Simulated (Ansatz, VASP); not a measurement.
# F in VASP and in Ansatz

```
F
1.0
     2.36349   -1.75911    0.00000
     2.36349    1.75911    0.00000
     0.00000    0.00000    6.35188
F
4
Cartesian
  2.3635 1.3179 0.6184
  2.3635 -0.4412 2.5575
  2.3635 -1.3179 5.7334
  2.3635 0.4412 3.7944
```

Alike in both runs: task single point; functional PBE; k mesh 6 × 6 × 4; occupations gaussian, width 0.1 eV; no spin polarisation.

|  | VASP | Ansatz |
| --- | --- | --- |
| version | VASP 6.6.1 | Ansatz 0.2.0 |
| potentials or method | VASP PAW PBE potentials, release 64 (F) | scalar-relativistic, plane waves, PAW |
| plane-wave cutoff (eV) | 520 | 420 |
| valence electrons in the cell | 28 | 28 |

|  | VASP | Ansatz | Ansatz less VASP |
| --- | --- | --- | --- |
| gap on the k mesh at the Fermi level (eV) | 1.97 | 2.02 | +0.048 |
| least direct gap on the mesh (eV) | 2.00 | 2.05 | +0.047 |
| pressure (GPa) | -4.9 | -4.9 | +0.03 |
| largest component of the traceless stress (GPa) | 8.22 | 8.85 | +0.633 |
| rms of the force components (eV/Å) | 1.238 | 1.361 | +0.1227 |

Atom by atom the forces differ by 0.123 eV/Å (rms over components).

Caveats: forces of over 1 eV/Å show positions far from the minimum, so gaps and moduli don't describe the material at rest. A k mesh can miss the band edges.
